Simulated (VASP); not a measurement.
# Ti (P6_3/mmc) in VASP: a series of runs

The runs below take Ti through relaxation of cell and atoms, relaxation of shape and atoms at fixed volume, with LDA.

Program: VASP 6.6.1. These are calculated values, not measurements. Logs are shortened: lines on timing, memory, paths and dates and some standing lists are left out, and cuts for length are marked.

## Step 1: The structure

It takes space group P6_3/mmc (No. 194, hexagonal). Conventional cell: a = 2.865 Å, b = 2.865 Å, c = 4.523 Å, α = 90.00°, β = 90.00°, γ = 120.00°. Around Ti (site symmetry -6m2) lie 12 Ti at 2.80 to 2.86 Å.

## Step 2: Relaxation of cell and atoms, LDA

File INCAR:

```
SYSTEM = Ti
PREC = Accurate
ENCUT = 600
EDIFF = 1E-7
ISMEAR = 1
SIGMA = 0.1
LREAL = .FALSE.
LASPH = .TRUE.
NELM = 80
ALGO = Normal
ISIF = 3
LWAVE = .FALSE.
LCHARG = .FALSE.
GGA = CA
IBRION = 2
NSW = 90
EDIFFG = -0.005
```

File KPOINTS:

```
Automatic mesh
0
G
  15 15 8
  0 0 0
```

File POSCAR:

```
Ti                                      
1.0
    2.8647018806      0.0000000000      0.0000000000
   -1.4323509403      2.4809046029      0.0000000000
   -0.0000000000      0.0000000000      4.5225392757
  Ti            
     2
Direct
     0.3333333332999970    0.6666666667000030    0.2500000000000000
     0.6666666667000030    0.3333333332999970    0.7500000000000000
```

Potentials or basis: VASP PAW LDA potentials, release 64 (Ti_sv).

Command:

```
> cat potpaw_LDA.64/Ti_sv/POTCAR > POTCAR
> mpirun -np 1 vasp_std > vasp.out
```

OUTCAR:

```text
SYSTEM = Ti
   PREC = Accurate
   ENCUT = 600
   EDIFF = 1E-7
   ISMEAR = 1
   LREAL = .FALSE.
   LASPH = .TRUE.
   NELM = 80
   ISIF = 3
   GGA = CA
   IBRION = 2
   NSW = 90
   EDIFFG = -0.005

 ion  position               nearest neighbor table
   1  0.333  0.667  0.250-   2 2.80   2 2.80   2 2.80   2 2.80   2 2.80   2 2.80
   2  0.667  0.333  0.750-   1 2.80   1 2.80   1 2.80   1 2.80   1 2.80   1 2.80

  LATTYP: Found a hexagonal cell.
 ALAT       =     2.8647018806
 C/A-ratio  =     1.5787120141

  Lattice vectors:

 A1 = (   2.8647018806,   0.0000000000,   0.0000000000)
 A2 = (  -1.4323509403,   2.4809046029,   0.0000000000)
 A3 = (   0.0000000000,   0.0000000000,   4.5225392757)

Analysis of symmetry for initial positions (statically):
=====================================================================
 Subroutine PRICEL returns:
 Original cell was already a primitive cell.

 Routine SETGRP: Setting up the symmetry group for a
 hexagonal supercell.

 Subroutine GETGRP returns: Found 24 space group operations
 (whereof 12 operations were pure point group operations)
 out of a pool of 24 trial point group operations.

The static configuration has the point symmetry D_3d.
 The point group associated with its full space group is D_6h.

Analysis of symmetry for dynamics (positions and initial velocities):
=====================================================================
 Subroutine PRICEL returns:
 Original cell was already a primitive cell.

 Routine SETGRP: Setting up the symmetry group for a
 hexagonal supercell.

 Subroutine GETGRP returns: Found 24 space group operations
 (whereof 12 operations were pure point group operations)
 out of a pool of 24 trial point group operations.

The dynamic configuration has the point symmetry D_3d.
 The point group associated with its full space group is D_6h.

 Subroutine INISYM returns: Found 24 space group operations
 (whereof 12 operations are pure point group operations),
 and found     1 'primitive' translations

----------------------------------------------------------------------------------------

                                     Primitive cell

  volume of cell :      32.1419

  direct lattice vectors                    reciprocal lattice vectors
     2.864701881  0.000000000  0.000000000     0.349076463  0.201539390  0.000000000
    -1.432350940  2.480904603  0.000000000     0.000000000  0.403078780  0.000000000
     0.000000000  0.000000000  4.522539276     0.000000000  0.000000000  0.221114719

  length of vectors
     2.864701881  2.864701881  4.522539276     0.403078780  0.403078780  0.221114719

  position of ions in fractional coordinates (direct lattice)
     0.333333333  0.666666667  0.250000000
     0.666666667  0.333333333  0.750000000

  ion indices of the primitive-cell ions
   primitive index   ion index
                 1           1
                 2           2

----------------------------------------------------------------------------------------

 KPOINTS: Automatic mesh

Automatic generation of k-mesh.
 Grid dimensions read from file:
 generate k-points for:   15   15    8

 Generating k-lattice:

  Cartesian coordinates                     Fractional coordinates (reciprocal lattice)
     0.023271764  0.013435959  0.000000000     0.066666667  0.000000000  0.000000000
     0.000000000  0.026871919  0.000000000     0.000000000  0.066666667  0.000000000
     0.000000000  0.000000000  0.027639340     0.000000000  0.000000000  0.125000000

  Length of vectors
     0.026871919  0.026871919  0.027639340

  Shift w.r.t. Gamma in fractional coordinates (k-lattice)
     0.000000000  0.000000000  0.000000000

 Subroutine IBZKPT returns following result:
 ===========================================

 Found    135 irreducible k-points:

 Following reciprocal coordinates:
            Coordinates               Weight
  0.000000  0.000000  0.000000      1.000000
  0.066667  0.000000  0.000000      6.000000
  0.133333 -0.000000  0.000000      6.000000
  0.200000  0.000000  0.000000      6.000000
  0.266667 -0.000000  0.000000      6.000000
  0.333333  0.000000  0.000000      6.000000
[... 16 lines left out ...]
  0.333333  0.200000  0.000000     12.000000
  0.400000  0.200000  0.000000      6.000000
 [... further k-points ...]
   k-points           NKPTS =    135   k-points in BZ     NKDIM =    135   number of bands    NBANDS=     16
   number of dos      NEDOS =    301   number of ions     NIONS =      2
   total plane-waves  NPLWV =  20736
   dimension x,y,z NGX =    24 NGY =   24 NGZ =   36
   dimension x,y,z NGXF=    48 NGYF=   48 NGZF=   72
   ions per type =               2
   NGX,Y,Z   is equivalent  to a cutoff of  13.93, 13.93, 13.23 a.u.
   NGXF,Y,Z  is equivalent  to a cutoff of  27.86, 27.86, 26.47 a.u.
 SYSTEM =  Ti
   PREC   = accura    normal or accurate (medium, high low for compatibility)
   ISTART =      0    job   : 0-new  1-cont  2-samecut
   ICHARG =      2    charge: 1-file 2-atom 10-const
   ISPIN  =      1    spin polarized calculation?
   LNONCOLLINEAR =      F non collinear calculations
   LSORBIT =      F    spin-orbit coupling
   LASPH  =      T    aspherical Exc in radial PAW
   ENCUT  =  600.0 eV  44.10 Ry    6.64 a.u.   5.72  5.72  9.03*2*pi/ulx,y,z
   NELM   =     80;   NELMIN=  2; NELMDL= -5     # of ELM steps
   EDIFF  = 0.1E-06   stopping-criterion for ELM
   LREAL  =      F    real-space projection
   EDIFFG = -.5E-02   stopping-criterion for IOM
   NSW    =     90    number of steps for IOM
   IBRION =      2    ionic relax: 0-MD 1-quasi-New 2-CG
   NFREE  =      1    steps in history (QN), initial steepest desc. (CG)
   ISIF   =      3    stress and relaxation
   ISYM   =      2    0-nonsym 1-usesym 2-fastsym
   POTIM  = 0.5000    time-step for ionic-motion
   TEBEG  =    0.0;   TEEND  =   0.0 temperature during run
   PSTRESS=    0.0 pullay stress
   NELECT =      24.0000    total number of electrons
   NUPDOWN=      -1.0000    fix difference up-down
   EMIN   =  10.00;   EMAX   =-10.00  energy-range for DOS
   EFERMI =   0.00;   METHOD = LEGACY
   ISMEAR =     1;   SIGMA  =   0.10  broadening in eV -4-tet -1-fermi 0-gaus
   EFERMI_NEDOS =   21; number of points for ismear=-14 and -15
   IALGO  =     38    algorithm
   IMIX   =      4    mixing-type and parameters
     AMIX     =   0.40;   BMIX     =  1.00
     AMIX_MAG =   1.60;   BMIX_MAG =  1.00
  volume/ion in A,a.u.               =      16.07       108.45
  Fermi-wavevector in a.u.,A,eV,Ry     =   1.485210  2.806641 30.012408  2.205850
  Thomas-Fermi vector in A             =   2.598651
   LORBIT       =      0    0 simple, 1 ext, 2 COOP (PROOUT), +10 PAW based schemes
   GGA     = CA    functional components
   LHFCALC =     F    Hartree Fock is set to
   AEXX    =    0.0000 exact exchange contribution
   IVDW    =     0    specifies the selected vdW correction
   LEPSILON=     F    determine dielectric tensor
   LRPA    =     F    only Hartree local field effects (RPA)
 conjugate gradient relaxation of ions
 non-spin polarized calculation
 Methfessel and Paxton  Order N= 1 SIGMA  =   0.10
  energy-cutoff  :      600.00
  volume of cell :       32.14
 maximum number of plane-waves:      1088
 NGX is ok and might be reduce to    24
   NGX = 11   NGY = 11   NGZ = 19

 number of electron      24.0000002 magnetization

 Free energy of the ion-electron system (eV)
  ---------------------------------------------------
  ext. energy  EPLUGINS =         0.00000000
  ---------------------------------------------------
  free energy    TOTEN  =       -17.09880505 eV

  energy without entropy =      -17.09975176  energy(sigma->0) =      -17.09912062

 E-fermi :   8.9618     XC(G=0): -12.1611

 val. band max:        8.9563068617   @ k =   0.2667   0.2000   0.3750
 cond. band min:       8.9634406257   @ k =   0.2000   0.2000   0.5000
 fundamental gap:      0.0071337640
 Fermi energy:         8.9618396903

 k-point     1 :       0.0000    0.0000    0.0000
  band No.  band energies     occupation
      1     -47.1114      2.00000
      2     -46.9117      2.00000
      3     -24.1976      2.00000
      4     -23.3515      2.00000
      5     -23.3515      2.00000
      6     -23.2553      2.00000
[... 8 lines left out ...]
     15      10.2827     -0.00000
     16      10.2827     -0.00000

 k-point     2 :       0.0667    0.0000    0.0000
  band No.  band energies     occupation
      1     -47.1051      2.00000
      2     -46.9093      2.00000
      3     -24.1846      2.00000
      4     -23.3781      2.00000
      5     -23.3605      2.00000
      6     -23.2608      2.00000
[... 8 lines left out ...]
     15      10.2157     -0.00000
     16      10.3700     -0.00000

 k-point     3 :       0.1333   -0.0000    0.0000
  band No.  band energies     occupation
      1     -47.0870      2.00000
      2     -46.9026      2.00000
      3     -24.1469      2.00000
      4     -23.4537      2.00000
      5     -23.3852      2.00000
      6     -23.3235      2.00000
[... 8 lines left out ...]
     15      10.3532     -0.00000
     16      10.3898     -0.00000

 k-point     4 :       0.2000    0.0000    0.0000
  band No.  band energies     occupation
      1     -47.0597      2.00000
      2     -46.8934      2.00000
      3     -24.0879      2.00000
      4     -23.5659      2.00000
      5     -23.4341      2.00000
      6     -23.4202      2.00000
[... 8 lines left out ...]
     15      10.2175     -0.00000
     16      10.5545     -0.00000
[... 324 lines left out ...]
 k-point    22 :       0.2667    0.2000    0.0000
  band No.  band energies     occupation
      1     -46.9552      2.00000
      2     -46.8753      2.00000
      3     -23.8360      2.00000
      4     -23.8313      2.00000
      5     -23.7571      2.00000
      6     -23.5593      2.00000
[... 8 lines left out ...]
     15      10.0437     -0.00000
     16      11.5852      0.00000

 k-point    23 :       0.3333    0.2000    0.0000
  band No.  band energies     occupation
      1     -46.9319      2.00000
      2     -46.8783      2.00000
      3     -23.8927      2.00000
      4     -23.7606      2.00000
      5     -23.7576      2.00000
      6     -23.6203      2.00000
[... 8 lines left out ...]
     15      10.2886     -0.00000
     16      11.9921      0.00000

 k-point    24 :       0.4000    0.2000    0.0000
  band No.  band energies     occupation
      1     -46.9216      2.00000
      2     -46.8813      2.00000
      3     -23.9125      2.00000
      4     -23.7502      2.00000
      5     -23.7263      2.00000
      6     -23.6500      2.00000
[... 8 lines left out ...]
     15      10.3897     -0.00000
     16      12.2715      0.00000

 [... further k-points ...]

------------------------ aborting loop because EDIFF is reached ----------------------------------------

  FORCE on cell =-STRESS in cart. coord.  units (eV):
  Direction    XX          YY          ZZ          XY          YZ          ZX
  --------------------------------------------------------------------------------------
  -------------------------------------------------------------------------------------
  Total        0.0094992      0.0094992      0.0058076      0.0000000      0.0000000     -0.0000000
  in kB        0.4735046      0.4735046      0.2894892      0.0000000      0.0000000     -0.0000000
  external PRESSURE =       0.4121661 kB  Pullay stress =       0.0000000 kB

 VOLUME and BASIS-vectors are now :
 -----------------------------------------------------------------------------
  energy-cutoff  :      600.00
  volume of cell :       32.14
      direct lattice vectors                 reciprocal lattice vectors
     2.864701881  0.000000000  0.000000000     0.349076463  0.201539390  0.000000000
    -1.432350940  2.480904603  0.000000000     0.000000000  0.403078780  0.000000000
     0.000000000  0.000000000  4.522539276     0.000000000  0.000000000  0.221114719

 POSITION                                       TOTAL-FORCE (eV/Angst)
 -----------------------------------------------------------------------------------
     -0.00000      1.65394      1.13063        -0.000000      0.000000      0.000000
      1.43235      0.82697      3.39190         0.000000     -0.000000      0.000000
 -----------------------------------------------------------------------------------
    total drift:                                0.000000     -0.000000      0.000000

  FREE ENERGIE OF THE ION-ELECTRON SYSTEM (eV)
  ---------------------------------------------------
  free  energy   TOTEN  =       -17.0988050500 eV

  energy  without entropy=      -17.0997517620  energy(sigma->0) =      -17.09912062

 reached required accuracy - stopping structural energy minimisation
```

Run time: 26 s. Hardware: 1 thread of Intel Xeon 6975P-C (Granite Rapids), shared host; peak memory 0.19 GiB.

Results:

* Free energy: -17.0988 eV
* Pressure after relaxing: 0.0 GPa
* Band gap on the k mesh: none (metal or under the smearing width)

Final structure:
```yaml
crystal:
  lattice:
    - [2.86470, 0.00000, 0.00000]
    - [-1.43235, 2.48090, 0.00000]
    - [0.00000, 0.00000, 4.52254]
  atoms:
    - { symbol: Ti, position: [0.33333, 0.66667, 0.25000] }
    - { symbol: Ti, position: [0.66667, 0.33333, 0.75000] }
```

Levels at points of the mesh, in eV from the Fermi level:
```tsv
k point	band 10	band 11	band 12	band 13	band 14	band 15
(0.00, 0.00, 0.00)	-2.90	0.76	0.76	0.92	1.12	1.32
(0.00, 0.00, 0.50)	-4.35	0.07	0.07	0.64	0.64	0.64
```

Caveat: the relaxation stopped at its first step, so nothing moved.

(Continued in part 2 of 2.)
